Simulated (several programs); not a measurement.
Si (Fd-3m) from a database structure, relaxed with r2SCAN in Ansatz, was computed with several methods. It is cubic, Fd-3m (No. 227); conventional cell a = 5.444 Å, 20.17 Å³ an atom. Si is surrounded by 4 Si at 2.36 Å. No spin polarisation and no zero-point or thermal motion.

```
Si
1.0
     0.00000    2.72212    2.72212
     2.72212    0.00000    2.72212
     2.72212    2.72212    0.00000
Si
2
Direct
  0.25000 0.25000 0.25000
  0.00000 0.00000 0.00000
```

Gaps and times are for a single point on this cell; volume and bulk modulus come from each method's own relaxation or energy curve at fixed shape. Times are rough, from shared hosts (Arm Neoverse N1; Arm Neoverse V2; Intel Xeon 6975P-C), and each method has its own mesh and cell size. A star marks a curve whose lowest point is an end point. PM6 (MOPAC), PM7 (MOPAC), GFN1-xTB (tblite), GFN2-xTB (tblite) treat a cluster of cells at its zone centre, which samples few k points: where these miss a band edge, the gap comes out too large for that reason alone. Gaps from k meshes are read at a limited set of points (mesh, symmetry points, PBE's band edges), so each method's own least gap may be somewhat smaller. Force fields have no electrons; where one was fitted to this phase, its volume and modulus reflect the fit. xTB and the PM methods were fitted mostly to molecules, and can miss a solid's gap by electronvolts. Minimal bases can be far off for gaps. Times of the plane-wave ladder aren't listed, since it ran on unlike processors and cards. GLLB-SC's gap includes the derivative discontinuity. G0W0 is at finite bands, cutoff and mesh. d marks a direct gap, i an indirect one (no mark: not told apart), a dash a value that wasn't computed or didn't pass its checks.

```
                               method              kind  gap (eV)  own volume (Å³/atom)  bulk modulus (GPa)  atoms computed  processor time
                               PBEsol         semilocal         –                 20.05                   –               2               –
                       Si.sw (LAMMPS)       force field         –                 20.02                 101               2           0.1 s
                  Si.tersoff (LAMMPS)       force field         –                 20.03                  98               2           0.1 s
     SiC_Erhart-Albe.tersoff (LAMMPS)       force field         –                 20.00                  99               2           0.1 s
                     Si.edip (LAMMPS)       force field         –                 20.02                   –               2          0.12 s
 light PBE (260 eV and a coarse mesh)  light plane-wave    0.56 i                     –                   –               2          0.36 s
      non-self-consistent DFTB (CP2K)     tight binding    2.84 i                     –                   –               2          0.38 s
                                  PBE         semilocal    0.58 i                 20.46                  89               2               –
                                  LDA         semilocal    0.48 i                 19.71                   –               2               –
                               r2SCAN         semilocal    0.77 i                 20.17                  97               2               –
                       PBE/SZV (CP2K)       small basis    2.66 i                 21.33                  88               2           2.7 s
                    GFN1-xTB (tblite)     tight binding      0.43                22.20*                 86*         cluster           2.8 s
                    GFN2-xTB (tblite)     tight binding      1.67                 19.60                 120         cluster           3.5 s
               PBE/single zeta (GPAW)       small basis    1.69 i                     –                   –               2           3.7 s
                       GLLB-SC (GPAW)   model potential      1.06                     –                   –               2           4.9 s
                      PBE/DZVP (CP2K)       small basis    0.64 i                 20.43                  90               2           6.5 s
   G0W0@LDA (140 eV screening cutoff)         many-body      1.01                     –                   –               2               –
                          PM7 (MOPAC)    semi-empirical      6.65                18.11*                188*         cluster            11 s
                          PM6 (MOPAC)    semi-empirical      0.74                     –                   –         cluster            20 s
   G0W0@PBE (300 eV screening cutoff)         many-body      1.11                     –                   –               2               –
G0W0@r2SCAN (220 eV screening cutoff)         many-body      1.21                     –                   –               2               –
  G0W0@PBE0 (220 eV screening cutoff)         many-body      1.49                     –                   –               2               –
 G0W0@HSE06 (220 eV screening cutoff)         many-body      1.34                     –                   –               2               –
                                 PBE0            hybrid    1.80 i                     –                   –               2               –
                                HSE06            hybrid    1.14 i                 20.14                   –               2               –
                         Hartree-Fock    exact exchange    6.38 i                     –                   –               2               –
                             DDH-PBE0            hybrid    0.94 i                     –                   –               2               –
                              r2SCANh            hybrid    1.20 i                     –                   –               2               –
```

Problem. How far from the measured values lie the methods that can be set against them?

Solution.
- Band gap, measured 1.11 eV: light PBE (260 eV and a coarse mesh) -0.55 eV, non-self-consistent DFTB (CP2K) +1.73 eV, PBE -0.53 eV, LDA -0.63 eV, r2SCAN -0.34 eV, PBE/SZV (CP2K) +1.55 eV, GFN1-xTB (tblite) -0.68 eV, GFN2-xTB (tblite) +0.56 eV, PBE/single zeta (GPAW) +0.58 eV, GLLB-SC (GPAW) -0.05 eV, PBE/DZVP (CP2K) -0.47 eV, G0W0@LDA (140 eV screening cutoff) -0.10 eV, PM7 (MOPAC) +5.54 eV, PM6 (MOPAC) -0.37 eV, G0W0@PBE (300 eV screening cutoff) 0.00 eV, G0W0@r2SCAN (220 eV screening cutoff) +0.10 eV, G0W0@PBE0 (220 eV screening cutoff) +0.38 eV, G0W0@HSE06 (220 eV screening cutoff) +0.23 eV, PBE0 +0.69 eV, HSE06 +0.03 eV, Hartree-Fock +5.27 eV, DDH-PBE0 -0.17 eV, r2SCANh +0.09 eV.
- Volume, measured 20.02 Å³ an atom: PBEsol +0.1 %, Si.sw (LAMMPS) 0.0 %, Si.tersoff (LAMMPS) 0.0 %, SiC_Erhart-Albe.tersoff (LAMMPS) -0.1 %, Si.edip (LAMMPS) 0.0 %, PBE +2.2 %, LDA -1.6 %, r2SCAN +0.7 %, PBE/SZV (CP2K) +6.5 %, GFN2-xTB (tblite) -2.1 %, PBE/DZVP (CP2K) +2.0 %, HSE06 +0.6 %.
The calculations are for a static lattice; samples hold vibrations, temperature and, in optical gaps, excitons. A measured value is shown where most reports agree with it, and only for the quantities listed. Sources: 1.11 eV (indirect band gap at room temperature, quoted from a textbook; 300 K; “Enhancement of Coherent Phonon Amplitude in Phase-change Materials by Near-infrared Laser Irradiation”; Cited literature value at room temperature, quoted in passing; not measured on this substrate; 2017; arxiv:1709.02567); 20.02 Å³ an atom (from the lattice constants; cubic lattice constant, previously observed value; 300 K; “Combined Raman spectroscopy and electrical transport measurements in ultra-high vacuum down to 3.7 K”; literature value from thermal expansion data, not measured on this wafer; 2024; arxiv:2410.03271).
